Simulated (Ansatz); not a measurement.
Crystal: I.

```
I
1.0
     3.63503   -2.39502    0.00000
     3.63503    2.39502    0.00000
     0.00000    0.00000    9.79344
I
4
Direct
  0.64930 0.35070 0.38440
  0.14930 0.85070 0.11560
  0.35070 0.64930 0.61560
  0.85070 0.14930 0.88440
```

Program: Ansatz 0.2.0. Alike in all runs: task single point; level r2SCAN0 form with a typed share of exact exchange; potentials or basis Ansatz PAW; no spin polarisation; cell as given; k mesh 4 × 4 × 2; cutoff (eV) 500; smearing fermi-dirac 0.05 eV.

Question: Order these runs on this cell by their band gap on the k mesh, lowest first.
A. share of exact exchange 0.1
B. share of exact exchange 0.35
C. share of exact exchange 0.15
D. share of exact exchange 0.5
E. share of exact exchange 0

Answer: E (1.52 eV), A (2.09 eV), C (2.38 eV), B (3.59 eV), D (4.53 eV).

Caveats: spin-orbit coupling is left out, which moves the levels of the heavy elements.

A k mesh can miss the band edges.
